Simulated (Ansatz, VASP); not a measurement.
**One calculation of TiSi, two programs**

INCAR

```
SYSTEM = TiSi
PREC = Accurate ; ENCUT = 520
EDIFF = 1E-6 ; ISMEAR = 0
SIGMA = 0.15 ; LREAL = .False.
LASPH = .True. ; NELM = 60
ALGO = Normal ; ISIF = 2
LWAVE = .False. ; LCHARG = .False.
GGA = PS ; NBANDS = 15
```

Contents of KPOINTS:

```
regular mesh
0
Gamma
  20 20 14
  0 0 0
```

Contents of POSCAR:

```
TiSi
1.0
    1.9564184432     -2.2811413030      0.0000000000
    1.9564184432      2.2811413030      0.0000000000
    0.0000000000      0.0000000000      3.2781309473
Ti Si
1 1
Direct
    0.5000000000      0.5000000000      0.0000000000
    0.0000000000      0.0000000000      0.5000000000
```

Input for Ansatz:

```yaml
crystal:
  lattice:
    - [1.9564184432, -2.281141303, 0.0]
    - [1.9564184432, 2.281141303, 0.0]
    - [0.0, 0.0, 3.2781309473]
  atoms:
    - { symbol: Ti, position: [0.5, 0.5, 0.0] }
    - { symbol: Si, position: [0.0, 0.0, 0.5] }
basis:
  ecutwfc: 420
kpoints:
  mp_grid: { grid: [20, 20, 14] }
hamiltonian:
  xc: pbesol
scf:
  occupations: { method: gaussian, width: 0.15 }
output:
  forces: true
  stress: true
  eigenvalues: true
```

Alike in both runs: task single point; functional PBEsol; k mesh 20 × 20 × 14; occupations gaussian, width 0.15 eV; no spin polarisation.

|  | VASP | Ansatz |
| --- | --- | --- |
| version | VASP 6.6.1 | Ansatz 0.2.0 |
| potentials or method | VASP PAW PBE potentials, release 64 (Ti_sv, Si) | scalar-relativistic, plane waves, PAW |
| plane-wave cutoff (eV) | 520 | 420 |
| valence electrons in the cell | 16 | 16 |

|  | VASP | Ansatz | Ansatz less VASP |
| --- | --- | --- | --- |
| gap on the k mesh at the Fermi level (eV) | none | none | - |
| pressure (GPa) | 0.5 | 0.5 | -0.02 |
| largest component of the traceless stress (GPa) | 8.57 | 8.63 | +0.059 |

A gap of «none» marks a metal or a gap that the smearing closes.

Caveats: the PAW data sets were made with another functional, which shifts forces and pressure a little (VASP).
